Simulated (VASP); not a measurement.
Here is a VASP 6.6.1 calculation.

INCAR

```
SYSTEM = Lu
PREC = Accurate ; ENCUT = 520
EDIFF = 1E-6 ; ISMEAR = -1
SIGMA = 0.1 ; LREAL = .FALSE.
LASPH = .TRUE. ; NELM = 60
ALGO = Fast ; ISIF = 2
LWAVE = .FALSE. ; LCHARG = .FALSE.
GGA = B5 ; ALDAX = 1.0
AGGAX = 1.0 ; AGGAC = 1.0
ALDAC = 0.0 ; NBANDS = 18
```

Contents of KPOINTS:

```
regular mesh
0
G
  16 16 16
  0 0 0
```

The input POSCAR:

```
Lu
1.0
    3.2487924478      0.0000000000      0.0000000000
    0.0000000000      3.2487924478      0.0000000000
    0.0000000000      0.0000000000      3.2487924478
Lu
1
Direct
    0.0000000000      0.0000000000      0.0000000000
```

Potentials or basis: VASP PAW PBE potentials, release 64 (Lu).

Launch:

```sh
$ cat potpaw_PBE.64/Lu/POTCAR > POTCAR
$ mpirun -np 1 vasp_std > vasp.out
```

Estimate the pressure.

-0.2 GPa.

What does it give for the band gap on the k mesh?

None (metal or under the smearing width).

Caveat: the PAW data sets were made with another functional, which shifts forces and pressure a little. The run has no spin-orbit coupling, so splittings on Lu are missing.
